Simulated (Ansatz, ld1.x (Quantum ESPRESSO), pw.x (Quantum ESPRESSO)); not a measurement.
**pw.x on fcc S: one setting changed**

Potential: norm-conserving Troullier–Martins (Kleinman–Bylander form), ld1.x (Quantum ESPRESSO) 7.5, PBE; core [Ne], reference 3s2 3p2.5; waves: 3s (bound): rc 1.35 bohr; 3p (bound): rc 1.35 bohr; 3d channel at 0.35 Ry: rc 1.40 bohr; local part: the d channel; core correction: none.

The reference run (k-mesh 14³, cutoffs 85/340 Ry, Fermi–Dirac 0.01 Ry, mixing_beta 0.4, conv_thr 1e-9, no spin) gives -0.66 GPa at 15.941 Å³/atom, where all-electron LAPW gives -0.09 GPa. This run, with its own iteration cap, changes electron_maxstep to 2, a wrong or extreme entry chosen on purpose.

```
&control
  calculation='scf', prefix='x', pseudo_dir='./', outdir='./tmp', tstress=.true., disk_io='none'
/
&system
  ibrav=0, nat=1, ntyp=1, ecutwfc=85, ecutrho=340, nbnd=10,
  occupations='smearing', smearing='fd', degauss=0.01
/
&electrons
  conv_thr=1e-09, mixing_beta=0.4, electron_maxstep=2
/
ATOMIC_SPECIES
S 1.0 S.UPF
CELL_PARAMETERS angstrom
  0.00000000 1.99753864 1.99753864
  1.99753864 0.00000000 1.99753864
  1.99753864 1.99753864 0.00000000
ATOMIC_POSITIONS crystal
S 0.0000 0.0000 0.0000
K_POINTS automatic
14 14 14 0 0 0
```

```bash
pw.x < S.scf.in > S.scf.out
```

Question: How does the run end?

Answer: It does not reach self-consistency within its iteration cap.

```
Message from routine setup:
     using ibrav=0 with symmetry is DISCOURAGED, use correct ibrav instead
     lattice parameter (alat)  =       5.3384  a.u.
     unit-cell volume          =     107.5752 (a.u.)^3
     number of electrons       =         6.00
     number of Kohn-Sham states=           10
     kinetic-energy cutoff     =      85.0000  Ry
     charge density cutoff     =     340.0000  Ry
     scf convergence threshold =      1.0E-09
     Exchange-correlation= PBE
     number of k points=   104  Fermi-Dirac smearing, width (Ry)=  0.0100
     iteration #  1     ecut=    85.00 Ry     beta= 0.40
     total energy              =     -20.37931127 Ry
     estimated scf accuracy    <       0.19185863 Ry
     iteration #  2     ecut=    85.00 Ry     beta= 0.40
     total energy              =     -20.36356405 Ry
     estimated scf accuracy    <       0.04314118 Ry
     convergence NOT achieved after   2 iterations: stopping
     Message from routine punch:
     Nothing written, as per user request (disk_io='none')
```

The run took about 6.3 s on one core of a shared host (Neoverse-N1, 64 threads, 498 GiB, load 13).
